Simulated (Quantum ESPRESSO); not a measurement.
## Mo: equation of state with PBE

The system is Mo.

```xyz
1
Lattice="-1.5838 1.5838 1.5838 1.5838 -1.5838 1.5838 1.5838 1.5838 -1.5838" Properties=species:S:1:pos:R:3 pbc="T T T"
Mo    0.0000    0.0000    0.0000
```

```yaml
Program: Quantum ESPRESSO 7.5
Task: equation of state
Functional: PBE
Potentials_or_basis: SSSP 1.3 efficiency PBE
Cutoff: 816 eV
Density_cutoff: 3265 eV
k_mesh: 12 × 12 × 12
Occupations: fermi-dirac, width 0.05 eV
Spin: no spin polarisation
```

```yaml
Equilibrium_volume: 15.77 Å³/atom
Bulk_modulus: 262 GPa
Pressure_derivative_of_the_bulk_modulus: 4.3
```

Energy against volume, from the lowest point:
```csv
volume (Å³/atom),energy (meV/atom)
14.938,38.82
15.256,13.82
15.574,1.30
15.892,0.00
16.209,8.77
16.527,26.62
16.845,52.63
```

All runs of the series together: 74 s on 1 thread of Intel(R) Xeon(R) Platinum 8259CL CPU @ 2.50GHz (Skylake/Cascade Lake) (shared host).
